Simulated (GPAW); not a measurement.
# ZnS in GPAW: convergence with k mesh

Input of the first run (k mesh 2 × 2 × 2); the others differ in this setting and in those tied to it:

run.py

```python
import numpy as np
from ase import Atoms
from ase.dft.bandgap import bandgap
from ase.io import write
from ase.units import Ha
from gpaw import GPAW, PW
from gpaw.hybrids.energy import non_self_consistent_energy
from gpaw.new.pw.nschse import non_self_consistent_matrix_elements

atoms = Atoms(['Zn', 'S'],
              cell=[[0.0, 2.7375567091, 2.7375567091],
                    [2.7375567091, 0.0, 2.7375567091],
                    [2.7375567091, 2.7375567091, 0.0]],
              scaled_positions=[[0.75, 0.75, 0.75],
                                [0.0, 0.0, 0.0]],
              pbc=True)

calc = GPAW(mode=PW(400),
            xc='MGGA_X_R2SCAN+MGGA_C_R2SCAN',
            kpts={'size': (2, 2, 2), 'gamma': True},
            occupations={'name': 'fermi-dirac', 'width': 0.001},
            nbands=18,
            convergence={'density': 1e-06, 'bands': 16},
            maxiter=150,
            txt='gpaw.txt')
atoms.calc = calc
energy = atoms.get_potential_energy()
calc.write('gs.gpw')
write('result.traj', atoms)
print(f'Energy: {energy:.6f} eV')
print('Fermi level:', round(calc.get_fermi_level(), 4), 'eV')
print(f'Gap: {bandgap(calc)[0]:.4f} eV, direct: {bandgap(calc, direct=True)[0]:.4f} eV')

calc.write('wfs.gpw', mode='all')
eps = calc.eigenvalues()
free = calc.get_potential_energy(force_consistent=True)
semilocal_x = free + calc.get_xc_difference('MGGA_X_R2SCAN')  # without correlation
exact_x = non_self_consistent_energy(calc, 'EXX').sum()
h_x = non_self_consistent_matrix_elements(GPAW('wfs.gpw').dft, 'MGGA_X_R2SCAN')
h_exx = non_self_consistent_matrix_elements(GPAW('wfs.gpw').dft, 'EXX')
shift = np.einsum('sknn->skn', h_exx - h_x).real * Ha
np.savetxt('shift.dat', shift[..., :16].reshape((-1, 16)), fmt='%.4f')
occupied = eps < calc.get_fermi_level()
for name, a in {'r2SCAN0': 0.25, 'r2SCANh': 0.1, 'r2SCAN50': 0.5}.items():
    levels = (eps + a * shift)[..., :16]
    gap = levels[~occupied[..., :16]].min() - levels[occupied[..., :16]].max()
    print(f'{name}: share {a}, energy {free + a * (exact_x - semilocal_x):.6f} eV, gap {gap:.4f} eV')
```

Potentials or basis: GPAW PAW data sets (gpaw-data 1.2.1), pw.

Launch:

```bash
$ OMP_NUM_THREADS=1 python run.py
```

The cell isn't the ideal one: volume scaled by 1.04.

Hardware: 1 thread of Arm Neoverse V1, on a shared host.

```csv
k mesh,"energy less the tightest run, at zero smearing (meV/atom)",gap on the mesh (eV),SCF cycles,CPU time (s),peak memory (GiB)
2 × 2 × 2,582.71,2.358,12,9.8,0.35
3 × 3 × 3,95.17,2.455,16,22,0.36
4 × 4 × 4,18.08,2.479,15,72,0.4
5 × 5 × 5,3.26,2.485,16,160,0.46
6 × 6 × 6,0.00,2.487,16,420,0.56
```

Against the tightest run, the gap on the mesh stays within 0.01 eV from 4 × 4 × 4 on. Not settled before the last step: the energy (to 1 meV/atom). Meshes of other sizes hit other points, so gaps and Fermi surfaces needn't settle smoothly. The tightest run that finished is the yardstick and may itself not be fully converged.

Caveat, for the tightest run too: energy and the plain gap are those of the semilocal run; the hybrids' values are one shot on its orbitals and mesh.
